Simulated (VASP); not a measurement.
# C (P6_3/mmc) in VASP: notebook, part 2 of 2

VASP 6.6.1. The steps go on from the part before.

**3. Relaxation of cell and atoms, PBE**

This run uses another cell than the first one, of 8.78 Å³/atom, 0.786 times its volume.

Input file INCAR:

```
SYSTEM = C
PREC = Accurate
ENCUT = 600
EDIFF = 1E-7
ISMEAR = 0
SIGMA = 0.05
LREAL = .FALSE.
LASPH = .TRUE.
NELM = 100
ALGO = Normal
ISIF = 3
LWAVE = .FALSE.
LCHARG = .FALSE.
GGA = PE
IBRION = 2
NSW = 80
EDIFFG = -0.003
```

Input file KPOINTS:

```
regular mesh
0
G
  12 12 4
  0 0 0
```

Input file POSCAR:

```
C
1.0
    2.4600000000      0.0000000000      0.0000000000
   -1.2300000000      2.1304224933      0.0000000000
    0.0000000000      0.0000000000      6.7000000000
C
4
Direct
    0.0000000000      0.0000000000      0.0000000000
    0.3333333333      0.6666666667      0.0000000000
    0.0000000000      0.0000000000     -0.5000000000
    0.6666666667      0.3333333333     -0.5000000000
```

Potentials or basis: VASP PAW PBE potentials, release 64 (C).

The run is started by

```sh
> cat potpaw_PBE.64/C/POTCAR > POTCAR
> mpirun -np 1 vasp_std > vasp.out
```

OUTCAR:

```text
SYSTEM = C
   PREC = Accurate
   ENCUT = 600
   EDIFF = 1E-7
   ISMEAR = 0
   LREAL = .FALSE.
   LASPH = .TRUE.
   NELM = 100
   ISIF = 3
   GGA = PE
   IBRION = 2
   NSW = 80
   EDIFFG = -0.003

 ion  position               nearest neighbor table
   1  0.000  0.000  0.000-   2 1.42   2 1.42   2 1.42
   2  0.333  0.667  0.000-   1 1.42   1 1.42   1 1.42
   3  0.000  0.000  0.500-   4 1.42   4 1.42   4 1.42
   4  0.667  0.333  0.500-   3 1.42   3 1.42   3 1.42

  LATTYP: Found a hexagonal cell.
 ALAT       =     2.4600000000
 C/A-ratio  =     2.7235772358

  Lattice vectors:

 A1 = (   2.4600000000,   0.0000000000,   0.0000000000)
 A2 = (  -1.2300000000,   2.1304224933,   0.0000000000)
 A3 = (   0.0000000000,   0.0000000000,   6.7000000000)

Analysis of symmetry for initial positions (statically):
=====================================================================
 Subroutine PRICEL returns:
 Original cell was already a primitive cell.

 Routine SETGRP: Setting up the symmetry group for a
 hexagonal supercell.

 Subroutine GETGRP returns: Found 24 space group operations
 (whereof 12 operations were pure point group operations)
 out of a pool of 24 trial point group operations.

The static configuration has the point symmetry D_3h.
 The point group associated with its full space group is D_6h.

Analysis of symmetry for dynamics (positions and initial velocities):
=====================================================================
 Subroutine PRICEL returns:
 Original cell was already a primitive cell.

 Routine SETGRP: Setting up the symmetry group for a
 hexagonal supercell.

 Subroutine GETGRP returns: Found 24 space group operations
 (whereof 12 operations were pure point group operations)
 out of a pool of 24 trial point group operations.

The dynamic configuration has the point symmetry D_3h.
 The point group associated with its full space group is D_6h.

 Subroutine INISYM returns: Found 24 space group operations
 (whereof 12 operations are pure point group operations),
 and found     1 'primitive' translations

----------------------------------------------------------------------------------------

                                     Primitive cell

  volume of cell :      35.1136

  direct lattice vectors                    reciprocal lattice vectors
     2.460000000  0.000000000  0.000000000     0.406504065  0.234695231  0.000000000
    -1.230000000  2.130422493  0.000000000     0.000000000  0.469390463  0.000000000
     0.000000000  0.000000000  6.700000000     0.000000000  0.000000000  0.149253731

  length of vectors
     2.460000000  2.460000000  6.700000000     0.469390463  0.469390463  0.149253731

  position of ions in fractional coordinates (direct lattice)
     0.000000000  0.000000000  0.000000000
     0.333333333  0.666666667  0.000000000
     0.000000000  0.000000000  0.500000000
     0.666666667  0.333333333  0.500000000

  ion indices of the primitive-cell ions
   primitive index   ion index
[... 23 lines left out ...]
  Shift w.r.t. Gamma in fractional coordinates (k-lattice)
     0.000000000  0.000000000  0.000000000

 Subroutine IBZKPT returns following result:
 ===========================================

 Found     57 irreducible k-points:

 Following reciprocal coordinates:
            Coordinates               Weight
  0.000000  0.000000  0.000000      1.000000
  0.083333 -0.000000  0.000000      6.000000
  0.166667 -0.000000  0.000000      6.000000
  0.250000  0.000000  0.000000      6.000000
  0.333333 -0.000000  0.000000      6.000000
  0.416667 -0.000000  0.000000      6.000000
[... 16 lines left out ...]
  0.250000  0.000000  0.250000     12.000000
  0.333333 -0.000000  0.250000     12.000000
 [... further k-points ...]
   k-points           NKPTS =     57   k-points in BZ     NKDIM =     57   number of bands    NBANDS=     12
   number of dos      NEDOS =    301   number of ions     NIONS =      4
   total plane-waves  NPLWV =  21600
   dimension x,y,z NGX =    20 NGY =   20 NGZ =   54
   dimension x,y,z NGXF=    40 NGYF=   40 NGZF=  108
   ions per type =               4
   NGX,Y,Z   is equivalent  to a cutoff of  13.52, 13.52, 13.40 a.u.
   NGXF,Y,Z  is equivalent  to a cutoff of  27.03, 27.03, 26.80 a.u.
 SYSTEM =  C
   PREC   = accura    normal or accurate (medium, high low for compatibility)
   ISTART =      0    job   : 0-new  1-cont  2-samecut
   ICHARG =      2    charge: 1-file 2-atom 10-const
   ISPIN  =      1    spin polarized calculation?
   LNONCOLLINEAR =      F non collinear calculations
   LSORBIT =      F    spin-orbit coupling
   LASPH  =      T    aspherical Exc in radial PAW
   ENCUT  =  600.0 eV  44.10 Ry    6.64 a.u.   4.91  4.91 13.38*2*pi/ulx,y,z
   NELM   =    100;   NELMIN=  2; NELMDL= -5     # of ELM steps
   EDIFF  = 0.1E-06   stopping-criterion for ELM
   LREAL  =      F    real-space projection
   EDIFFG = -.3E-02   stopping-criterion for IOM
   NSW    =     80    number of steps for IOM
   IBRION =      2    ionic relax: 0-MD 1-quasi-New 2-CG
   NFREE  =      1    steps in history (QN), initial steepest desc. (CG)
   ISIF   =      3    stress and relaxation
   ISYM   =      2    0-nonsym 1-usesym 2-fastsym
   POTIM  = 0.5000    time-step for ionic-motion
   TEBEG  =    0.0;   TEEND  =   0.0 temperature during run
   PSTRESS=    0.0 pullay stress
   NELECT =      16.0000    total number of electrons
   NUPDOWN=      -1.0000    fix difference up-down
   EMIN   =  10.00;   EMAX   =-10.00  energy-range for DOS
   EFERMI =   0.00;   METHOD = LEGACY
   ISMEAR =     0;   SIGMA  =   0.05  broadening in eV -4-tet -1-fermi 0-gaus
   EFERMI_NEDOS =   21; number of points for ismear=-14 and -15
   IALGO  =     38    algorithm
   IMIX   =      4    mixing-type and parameters
     AMIX     =   0.40;   BMIX     =  1.00
     AMIX_MAG =   1.60;   BMIX_MAG =  1.00
  volume/ion in A,a.u.               =       8.78        59.24
  Fermi-wavevector in a.u.,A,eV,Ry     =   1.259765  2.380611 21.592560  1.587008
  Thomas-Fermi vector in A             =   2.393309
   LORBIT       =      0    0 simple, 1 ext, 2 COOP (PROOUT), +10 PAW based schemes
   GGA     = PE    functional components
   LHFCALC =     F    Hartree Fock is set to
   AEXX    =    0.0000 exact exchange contribution
   IVDW    =     0    specifies the selected vdW correction
   LEPSILON=     F    determine dielectric tensor
   LRPA    =     F    only Hartree local field effects (RPA)
 conjugate gradient relaxation of ions
 non-spin polarized calculation
 Gauss-broadening in eV      SIGMA  =   0.05
  energy-cutoff  :      600.00
  volume of cell :       35.11
 maximum number of plane-waves:      1197
 NGX is ok and might be reduce to    20

--------------------------------------- Ionic step        1  -------------------------------------------

 number of electron      16.0000002 magnetization

 Free energy of the ion-electron system (eV)
  ---------------------------------------------------
  ext. energy  EPLUGINS =         0.00000000
  ---------------------------------------------------
  free energy    TOTEN  =       -36.84383356 eV

  energy without entropy =      -36.84289655  energy(sigma->0) =      -36.84336506

------------------------ aborting loop because EDIFF is reached ----------------------------------------

  FORCE on cell =-STRESS in cart. coord.  units (eV):
  Direction    XX          YY          ZZ          XY          YZ          ZX
  --------------------------------------------------------------------------------------
  -------------------------------------------------------------------------------------
  Total        0.6942935      0.6942935      0.7040306      0.0000000      0.0000000     -0.0000000
  in kB       31.6794781     31.6794781     32.1237692      0.0000000      0.0000000     -0.0000000
  external PRESSURE =      31.8275752 kB  Pullay stress =       0.0000000 kB
[... 824 lines left out ...]
      1     -13.1753      2.00000
      2     -13.1023      2.00000
      3      -5.8568      2.00000
      4      -5.8209      2.00000
      5      -1.9958      2.00000
      6      -1.9836      2.00000
      7      -1.1573      2.00000
      8      -0.4984      2.00000
      9       8.5273      0.00000
     10       8.8632      0.00000
     11      11.0883      0.00000
     12      11.4394      0.00000

 [... further k-points ...]

[... ionic steps 4 to 8 ...]

--------------------------------------- Ionic step        9  -------------------------------------------

 number of electron      15.9999999 magnetization

------------------------ aborting loop because EDIFF is reached ----------------------------------------
[... 71 lines left out ...]
--------------------------------------- Ionic step       11  -------------------------------------------

 number of electron      15.9999999 magnetization

 Free energy of the ion-electron system (eV)
  ---------------------------------------------------
  ext. energy  EPLUGINS =         0.00000000
  ---------------------------------------------------
  free energy    TOTEN  =       -36.89181793 eV

  energy without entropy =      -36.89083940  energy(sigma->0) =      -36.89132867

 E-fermi :   3.3874     XC(G=0):  -9.2521

 val. band max:        3.3865556461   @ k =   0.3333   0.3333   0.5000
 cond. band min:       3.3874477784   @ k =   0.3333   0.3333   0.2500
 fundamental gap:      0.0008921323
 Fermi energy:         3.3873820447
[... 391 lines left out ...]
  FREE ENERGIE OF THE ION-ELECTRON SYSTEM (eV)
  ---------------------------------------------------
  free  energy   TOTEN  =       -36.8918179300 eV

  energy  without entropy=      -36.8908394010  energy(sigma->0) =      -36.89132867

 reached required accuracy - stopping structural energy minimisation
```

Wall time 1.9 min (1 thread of AMD EPYC 9R45 (Zen 5), shared host); peak memory 0.13 GiB.

Results:

* Free energy: -36.8918 eV
* Relaxed volume: 10.35 Å³/atom
* Relaxed cell: a = 2.467 Å, b = 2.467 Å, c = 7.850 Å, α = 90.00°, β = 90.00°, γ = 120.00°
* Space group after relaxing (to 0.05 Å): P6_3/mmc (No. 194)
* Energy gained by relaxing: 12.0 meV/atom
* Ionic steps: 11
* Pressure after relaxing: 0.0 GPa
* Band gap on the k mesh: none (metal or under the smearing width)

Step by step:
```tsv
step	energy change (eV)	largest force (eV/Å)	pressure (GPa)	volume (Å³)
1	0.0000	0.0000	3.18	35.11
2	0.0015	0.0000	-3.62	36.01
3	-0.0040	0.0000	-0.01	35.52
4	-0.0110	0.0000	0.00	35.90
5	-0.0271	0.0000	0.09	37.04
6	-0.0438	0.0000	0.41	39.32
7	-0.0396	0.0000	0.86	43.86
8	-0.0476	0.0000	0.65	40.96
9	-0.0477	0.0000	0.68	41.24
10	-0.0237	0.0000	-6.31	42.89
11	-0.0480	0.0000	-0.01	41.39
```

Final structure:
```
C
1.0
     2.46734    0.00000    0.00000
    -1.23367    2.13678    0.00000
     0.00000    0.00000    7.85038
C
4
Direct
  0.00000 0.00000 0.00000
  0.33333 0.66667 0.00000
  0.00000 0.00000 0.50000
  0.66667 0.33333 0.50000
```

Caveat: the volume moved by over 15 % at a fixed basis, so the end points are rough; this functional lacks dispersion, which binds the layers, so the pressure and a relaxed spacing across them are unreliable, and here the layers came unbound.

**4. Single point, PBE**

This run uses another cell than the first one: it holds 2 atoms, not 4.

Input file INCAR:

```
  ALGO = Fast
  EDIFF = 1E-6
  ENCUT = 520
  GGA = PE
  ISIF = 2
  ISMEAR = 0
  LASPH = T
  LCHARG = T
  LELF = T
  LREAL = F
  LVHAR = T
  LWAVE = F
  NBANDS = 11
  NELM = 100
  PREC = Accurate
  SIGMA = 0.05
```

Input file KPOINTS:

```
k-points
0
Gamma
  12 12 1
```

Input file POSCAR:

```
C
1.0
    2.4600000000      0.0000000000      0.0000000000
   -1.2300000000      2.1304224933      0.0000000000
    0.0000000000      0.0000000000     18.0000000000
C
2
Direct
    0.0000000000      0.0000000000      0.5000000000
    0.3333333333      0.6666666667      0.5000000000
```

The run is started by

```sh
> cat potpaw_PBE.64/C/POTCAR > POTCAR
> mpirun -np 1 vasp_std > vasp.out
```

It took 18 s on 1 thread of AMD EPYC 9R45 (Zen 5), shared host; peak memory 0.16 GiB.

It converged, with:

| Quantity | Value |
| --- | --- |
| Free energy | -18.4438 eV |
| Band gap on the k mesh | none (metal or under the smearing width) |

Levels at points of the mesh, in eV from the Fermi level:
```csv
k point,band 1,band 2,band 3,band 4,band 5,band 6,band 7,band 8,band 9
"(0.00, 0.00, 0.00)",-19.58,-7.67,-3.04,-3.04,3.23,4.06,4.44,5.67,6.19
"(0.50, 0.00, 0.00)",-14.31,-13.29,-6.44,-2.37,1.68,7.44,11.13,11.28,11.98
```

**5. Summary**

```csv
task,cell,k mesh,cutoff (eV),gap on the mesh (eV),pressure (GPa)
single point,"P6_3/mmc, 11.16 Å³/atom",12 × 12 × 4,520,none,0.4
relaxation of cell and atoms,relaxed,12 × 12 × 4,600,none,0.0
single point,"P6/mmm, 47.17 Å³/atom",12 × 12 × 1,520,none,-
```

Alike in all rows: level PBE; potentials or basis VASP PAW PBE potentials, release 64 (C); no spin polarisation; smearing gaussian 0.05 eV.

Caveats: this functional lacks dispersion, which binds the layers, so the pressure and a relaxed spacing across them are unreliable (some runs); the volume moved by over 15 % at a fixed basis, so the end points are rough (some runs); this functional lacks dispersion, which binds the layers, so the pressure and a relaxed spacing across them are unreliable, and here the layers came unbound (some runs).

Total energies depend on the potentials used, so only differences within one code and one set of settings carry meaning.
